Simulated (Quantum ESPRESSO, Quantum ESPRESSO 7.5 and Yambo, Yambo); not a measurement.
# CsH (Fm-3m): G0W0 on several meshes in Yambo

Aim: the GW shift of CsH (Fm-3m) against the k mesh.

Calculated with Quantum ESPRESSO 7.5 and Yambo 5.3.0; PBEsol and many-body steps on it, plane waves.

The database entry behind the starting cell differs from later determinations by our own check (0.1 to 0.3 % short, probably kX units), so it need not match the best structure at ambient conditions.

## 1. The structure

Symmetry: Fm-3m, No. 225, cubic system. The conventional cell has a = 6.376 Å, b = 6.376 Å, c = 6.376 Å, α = 90.00°, β = 90.00°, γ = 90.00°. Cs has 6 H at 3.19 Å nearest. Nearest to H lie 6 Cs at 3.19 Å. Farther neighbours are not listed.

The cell and positions come from the Crystallography Open Database and are kept as given unless a step says otherwise. Spin-orbit coupling is left out unless a step names it.

## 2. Empty states on the mesh, 4×4×4 mesh, 586 bands

This step: Quantum ESPRESSO 7.5; DFT, PBEsol, plane waves, norm-conserving pseudopotentials.

The sums over transitions need many empty states on a uniform mesh; this step solves for them.

The input, pw.in:

```
&control
  calculation = 'nscf'
  prefix = 'x'
  outdir = 'o'
  pseudo_dir = 'pseudo'
/
&system
  ibrav = 0
  nat = 2
  ntyp = 2
  ecutwfc = 64.0
  nbnd = 586
  force_symmorphic = .true.
/
&electrons
  conv_thr = 1e-9
  electron_maxstep = 80
  diago_full_acc = .true.
  diago_thr_init = 5e-6
/
ATOMIC_SPECIES
  Cs 132.91 Cs.upf
  H 1.008 H.upf
CELL_PARAMETERS angstrom
  -0.0000000000 3.1880000000 3.1880000000
  3.1880000000 -0.0000000000 3.1880000000
  3.1880000000 3.1880000000 -0.0000000000
ATOMIC_POSITIONS crystal
  Cs 0.0000000000 0.0000000000 0.0000000000
  H 0.5000000000 0.5000000000 0.5000000000
K_POINTS automatic
  4 4 4 0 0 0
```

Launch:

```sh
> OMP_NUM_THREADS=1 mpirun -n 4 pw.x -nk 4 -in pw.in > pw.out
```

The program printed:

```text
Program PWSCF v.7.5 starts

     This program is part of the open-source Quantum ESPRESSO suite
     for quantum simulation of materials; please cite
         "P. Giannozzi et al., J. Phys.:Condens. Matter 21 395502 (2009);
         "P. Giannozzi et al., J. Phys.:Condens. Matter 29 465901 (2017);
         "P. Giannozzi et al., J. Chem. Phys. 152 154105 (2020);
     in publications or presentations arising from this work. More details at

     Atomic positions and unit cell read from directory:
     o/x.save/

     Message from routine setup:
[...]
k =-0.3536-0.3536 0.3536 (  3798 PWs)   bands (ev):

[...]
53.1594  53.6310  53.6310  54.2275  54.2275  57.7641  59.1357  59.1357
     [... 62 further rows ...]
   240.0497 240.0497 241.9829 241.9829 242.6732 243.3063 243.4979 243.4979
   243.6141 243.9331

          k = 0.3536 0.0000 0.0000 (  3767 PWs)   bands (ev):

     [... further k-points ...]

     highest occupied, lowest unoccupied level (ev):     3.2614    5.4106

     XML data file, pseudopotentials, collected wavefunctions

=------------------------------------------------------------------------------=
   JOB DONE.
=------------------------------------------------------------------------------=
```

It took 86 s on 4 MPI ranks of Arm Neoverse V2, shared host; peak memory 1.1 GiB.

This step gave:

| Property | Result |
| --- | --- |
| gap | 2.149 eV |
| k of the valence top | 0, 0, -0.5 |
| k of the conduction bottom | 0, 0, -0.5 |
| least direct gap | 2.149 eV |
| k points computed | 8 |
| lowest point of the top converged band, above the valence top | 239.4825 eV |

On this mesh the gap is 2.149 eV.

The density comes from a self-consistent run that is not shown.

## 3. Conversion and set-up

This step: Yambo 5.3.0; conversion and set-up on PBEsol, plane waves, norm-conserving pseudopotentials.

The states are converted to the many-body program's format and the q mesh is built.

Launch:

```sh
> (cd o/x.save; p2y > p2y.log; mv SAVE ../..); yambo > setup.log
```

The program printed:

```text
 Yambo, version 5.3.0

 [02] CORE Variables Setup
 =========================

  [02.01] Unit cells
  ==================

  Cell kind             :  FCC
  Atoms in the cell     :  Cs  H
  number of Cs atoms    :  1
  number of H  atoms    :  1

  List of atomic masses
  Mass of Cs    :  132.9100
  Mass of H     :  1.008000

  List of atomic coordinates    : [cc]
  Cs1       :  0.000000  0.000000  0.000000  order 1
  H1       :  6.024447  6.024447  6.024447  order 2

  Alat factors          :  6.024447  6.024447  6.024447 [a.u.]
  Direct lattice volume :  437.3021 [a.u.]
[...]
==========================================

 IBZ Q-points                                      :   8
 BZ  Q-points                                      :   64

 K/Q-points units:
 rlu = crystal or reduced units; cc = cartesian coordinates; iku = interal k-units

 Q [1]          [rlu]:  0.000000  0.000000  0.000000
 Q [2]          [rlu]: -0.48926E-17 -0.48926E-17  0.25000
 Q [3]          [rlu]:  0.97851E-17  0.97851E-17 -0.50000
[...]
Q [7]          [rlu]: -0.13221E-16 -0.50000     -0.50000
 Q [8]          [rlu]:  0.250000 -0.500000 -0.250000

  [03.01] X indexes
  =================

   [03.01.01] Sigma indexes
   ========================

 [06] Game Over & Game summary
```

Run time: 2.4 s. Hardware: 1 MPI rank; peak memory 0.25 GiB.

## 4. 4×4×4

G0W0 replaces the xc potential by the self-energy, built once from these orbitals. Only a window of levels is corrected, while the sums run over the empty bands that the input names.

This step: G0W0 on PBEsol, plane waves, norm-conserving pseudopotentials.

The input, gw2.in:

```
HF_and_locXC
gw0
dyson
ppa
em1d
rim_cut
RandQpts= 1000000
RandGvec= 1 RL
EXXRLvcs= 64 Ry
VXCRLvcs= 256 Ry
Chimod= "HARTREE"
% BndsRnXp
 1 | 242 |
%
NGsBlkXp= 16 Ry
% LongDrXp
 1 | 1 | 1 |
%
% GbndRnge
 1 | 242 |
%
DysSolver= "n"
ExtendOut
PPAPntXp= 27.21138 eV
% QPkrange
 3 | 3 | 4 | 7 |
 1 | 1 | 4 | 7 |
%
```

Launch:

```sh
> OMP_NUM_THREADS=1 mpirun -n 4 yambo -F gw2.in -J gw2 -C gw2 > gw2.log
```

The program printed:

```text
 Yambo, version 5.3.0

 [02] CORE Variables Setup
 =========================

  [... cell, symmetries and grids as in the set-up ...]

  [02.05] Energies & Occupations
  ==============================

  [X] === General ===
  [X] Electronic Temperature                        :  0.000000  0.000000 [eV K]
  [X] Bosonic    Temperature                        :  0.000000  0.000000 [eV K]
  [X] Finite Temperature mode                       : no
  [X] El. density                                   :  0.15432E+24 [cm-3]
  [X] Fermi Level                                   :  3.261446 [eV]

  [X] === Gaps and Widths ===
  [X] Conduction Band Min                           :  2.149182 [eV]
  [X] Valence Band Max                              :  0.000000 [eV]
  [X] Filled Bands                                  :   5
  [X] Empty Bands                                   :     6   586
  [X] Direct Gap                                    :  2.149182 [eV]
  [X] Direct Gap localized at k                     :  3
  [X] Indirect Gap                                  :  2.149182 [eV]
  [X] Indirect Gap between kpts                     :  3  3
  [X] Last valence band width                       :  1.775611 [eV]
  [X] 1st conduction band width                     :  2.995424 [eV]

 [03] Transferred momenta grid and indexing
 ==========================================

 IBZ Q-points                                      :   8
 BZ  Q-points                                      :   64

 K/Q-points units:
 rlu = crystal or reduced units; cc = cartesian coordinates; iku = interal k-units

 Q [1]          [rlu]:  0.000000  0.000000  0.000000
 Q [2]          [rlu]: -0.48926E-17 -0.48926E-17  0.25000
 Q [3]          [rlu]:  0.97851E-17  0.97851E-17 -0.50000
 Q [4]          [rlu]:  0.66107E-17  0.25000      0.25000
 Q [5]          [rlu]:  0.78423E-17  0.25000      0.50000
 Q [6]          [rlu]:  0.97851E-17  0.25000     -0.25000
 Q [7]          [rlu]: -0.13221E-16 -0.50000     -0.50000
 Q [8]          [rlu]:  0.250000 -0.500000 -0.250000

 [04] Coloumb potential Random Integration (RIM)
 ===============================================

  [04.01] RIM initialization
  ==========================

  * Diagonal components only detected *

  8 x (sBL volume)        :  0.070904 [a.u.]
  sBZ random points       :  1000000
  Points outside the sBZ  :   7968281
  RL volume               :  0.567229 [a.u.]
  Integrated volume       :  0.569486 [a.u.]

  [04.02] RIM integrals
  =====================

  Gamma point sphere radius             :  0.075077 [a.u.]
  Points outside the sphere             :   800476
  [Int_sBZ(q=0) 1/q^2]*(Vol_sBZ)^(-1/3) =:  7.776341
                                 should be <:  7.795600

  Summary of Coulomb integrals for non-metallic bands |Q|[au] RIM/Bare

  Q [1] 0.100000E-4 0.997530 * Q [2] 0.225805 1.070250
  Q [4] 0.260737 1.068048 * Q [6] 0.368738 1.029370
  Q [5] 0.432383 1.023545 * Q [3] 0.451610 1.020007
  Q [7] 0.521474 1.016898 * Q [8] 0.583026 1.014037

 [WARNING] [Xp] User bands 1-242 break level degeneracy

 [05] Dipoles
 ============

  [05.01] Setup: observables and procedures
  =========================================

 [06] Dynamic Dielectric Matrix (PPA)
 ====================================

 [WR./gw2//ndb.pp]---------------------------------------------------------------
  Brillouin Zone Q/K grids (IBZ/BZ)                :    8   64    8   64
  RL vectors                                       :   4645 [WF]
  Coulomb cutoff potential                         : none
  Electronic Temperature                           :  0.000000 [K]
  Bosonic    Temperature                           :  0.000000 [K]
  PPA    diel. fun.  energies                      : Perdew, Burke & Ernzerhof SOL(X)+Perdew, Burke & Ernzerhof SOL(C)
  wavefunctions                                    : Perdew, Burke & Ernzerhof SOL(X)+Perdew, Burke & Ernzerhof SOL(C)
  Global Gauge                                     : length
  X matrix size                                    :   531
  X band range                                     :    1  242
  X e/h energy range                               : -1.000000 -1.000000 [eV]
  X Time ordering                                  : R
  X Hxc Kernel                                     : HARTREE
  X Drude frequency                                :  0.000000  0.000000
  X poles                                          :  100.0000 [o/o]
  RL vectors in the sum                            :   4645
  [r,Vnl] included                                 : yes
  Field direction                                  :  0.577350E-5  0.577350E-5  0.577350E-5
  BZ energy Double Grid                            : no
  BZ energy DbGd points                            : 0
  BZ Q point size factor                           : -1.000000
  X Optical Averaged directions                    : none

 [07] Local Exchange-Correlation + Non-Local Fock
 ================================================

 [VXC] Plane waves :  30395
 [EXS] Plane waves :   3839

 QP @ state[ 1 ] K range:  1  1
 QP @ state[ 1 ] b range:   4   7
 QP @ state[ 2 ] K range:  3  3
 QP @ state[ 2 ] b range:   4   7

 [xc] Functional : Perdew, Burke & Ernzerhof SOL(X)+Perdew, Burke & Ernzerhof SOL(C)
 [xc] LIBXC used to calculate xc functional
  PP Number of Atomic Species                      :  2
  NLCC RL compoments                               :  30395
  PP Number of Atomic Species                      :  2
  NLCC RL compoments                               :  30395

 [xc] E_xc :  -3.484483 [Ha]
      E_xc :  -6.968966 [Ry]

  Local XC kind (lXC) : Perdew, Burke & Ernzerhof SOL(X)+Perdew, Burke & Ernzerhof SOL(C)
  Non-Local XC kind (nlXC) : Hartree-Fock

  Corrections @ K [1] :  [eV]
 <4|nlXC|4> = -17.51169 -0.80045E-17 <4|lXC|4> = -13.08324 -0.94408E-16
 <5|nlXC|5> = -11.95091  0.25863E-17 <5|lXC|5> = -8.356704  0.18882E-15
 <6|nlXC|6> = -3.374787 -0.11003E-17 <6|lXC|6> = -7.905344  0.94408E-16
 <7|nlXC|7> = -3.374893 -0.62080E-18 <7|lXC|7> = -7.905344  0.94408E-16

  Corrections @ K [3] :  [eV]
 <4|nlXC|4> = -17.43822  0.25040E-16 <4|lXC|4> = -12.98474 -0.94408E-16
 <5|nlXC|5> = -13.42125 -0.81332E-17 <5|lXC|5> = -10.17104  0.33043E-15
 <6|nlXC|6> = -2.831610 -0.12126E-17 <6|lXC|6> = -6.523269  0.000000
 <7|nlXC|7> = -3.628170 -0.87807E-19 <7|lXC|7> = -7.918640 -0.11801E-16

 [08] Dyson equation: Newton solver
 ==================================

  [08.01] G0W0 (W PPA)
  ====================

  [  GW  ] Bands range     :    1  242
  [GW/PPA] G damping       :  0.100000 [eV]

  QP @ state[ 1 ] K range:  1  1
  QP @ state[ 1 ] b range:   4   7
  QP @ state[ 2 ] K range:  3  3
  QP @ state[ 2 ] b range:   4   7

   Sc/G bands                                       :    1  242
   Sc/G damping                                     :  0.100000 ev
   Sc bands terminator                              : no
   Sx RL components                                 :   3839

   QP @ state[ 1 ] K range                          :  1  1
   QP @ state[ 1 ] b range                          :   4   7
   QP @ state[ 2 ] K range                          :  3  3
   QP @ state[ 2 ] b range                          :   4   7
   GF energies kind                                 : Perdew, Burke & Ernzerhof SOL(X)+Perdew, Burke & Ernzerhof SOL(C)
   GF WF`s kind                                     : Perdew, Burke & Ernzerhof SOL(X)+Perdew, Burke & Ernzerhof SOL(C)
   Xs energies kind                                 : Perdew, Burke & Ernzerhof SOL(X)+Perdew, Burke & Ernzerhof SOL(C)
   Xs WF`s kind                                     : Perdew, Burke & Ernzerhof SOL(X)+Perdew, Burke & Ernzerhof SOL(C)

 [11] Game Over & Game summary
```

Elapsed: 5.4 min, on 4 MPI ranks; peak memory 2 GiB; 22 min of CPU time.

Numbers from this step:

- G0W0 gap on the points computed: 4.343 eV
- starting gap on the mesh: 2.149 eV
- k of the valence top: 0, 0, -0.5
- k of the conduction bottom: 0, 0, -0.5
- least direct G0W0 gap on the computed points: 4.343 eV
- Z at the valence top: 0.7965
- Z at the conduction bottom: 0.8487

The gap on the mesh goes from 2.15 eV to 4.34 eV, a correction of +2.19 eV.

## 5. Empty states on the mesh, 2×2×2 mesh, 242 bands

This step: Quantum ESPRESSO 7.5; DFT, PBEsol, plane waves, norm-conserving pseudopotentials.

pw.in: that of step 2 with these lines changed.

```diff
@@ -11,3 +11,3 @@
   ecutwfc = 64.0
-  nbnd = 586
+  nbnd = 242
   force_symmorphic = .true.
@@ -31,2 +31,2 @@
 K_POINTS automatic
-  4 4 4 0 0 0
+  2 2 2 0 0 0
```

Launch:

```sh
> OMP_NUM_THREADS=1 mpirun -n 4 pw.x -nk 4 -in pw.in > pw.out
```

The program printed:

```text
[banner, memory and clock lines left out]
Program PWSCF v.7.5 starts

     Atomic positions and unit cell read from directory:
     o/x.save/

     Message from routine setup:
     using ibrav=0 with symmetry is DISCOURAGED, use correct ibrav instead

     Message from routine divide_et_impera:
     suboptimal parallelization: some nodes have no k-points

     G-vector sticks info

     bravais-lattice index     =            0
     lattice parameter (alat)  =       8.5199  a.u.
     unit-cell volume          =     437.3021 (a.u.)^3
     number of atoms/cell      =            2
[...]
[... 19 further rows ...]
[...]
129.1081 129.1081

          k =-0.3536-0.3536 0.3536 (  3798 PWs)   bands (ev):

[...]
[... 19 further rows ...]
[...]
131.8071 131.8223

          k =-0.7071 0.0000 0.0000 (  3812 PWs)   bands (ev):

[...]
56.6268  58.2120  58.4285  58.5416  58.5416  58.8281  58.8281  59.7206
     [... 19 further rows ...]
   131.1325 131.1325 131.5444 132.7882 132.8813 132.8813 133.8295 133.8295
   134.7638 134.9444

     highest occupied, lowest unoccupied level (ev):     3.2614    5.4106

     XML data file, pseudopotentials, collected wavefunctions
```

Run time: 11 s. Hardware: 4 MPI ranks; peak memory 0.44 GiB.

Numbers from this step:

- gap: 2.149 eV
- k of the valence top: 0, 0, -0.5
- k of the conduction bottom: 0, 0, -0.5
- least direct gap: 2.149 eV
- k points computed: 3
- lowest point of the top converged band, above the valence top: 125.8467 eV

On this mesh the gap is 2.149 eV.

[end of part 1 of 2]

[Paths, hosts, dates, memory and timing lines, banners, echoed tables and standing remarks are left out of the program output.]

[Logs are printed without paths, hosts, clocks, repeated set-up lines and the standing remarks that a program may print on its own settings, such as how far it seeks lower states.]

[Runs of the session that timed out or met a known fault of the program may be left out.]

[Hosts, paths, dates, database ids (printed as entryN), source tags and the programs' standing remarks are cut or masked in the printed files.]
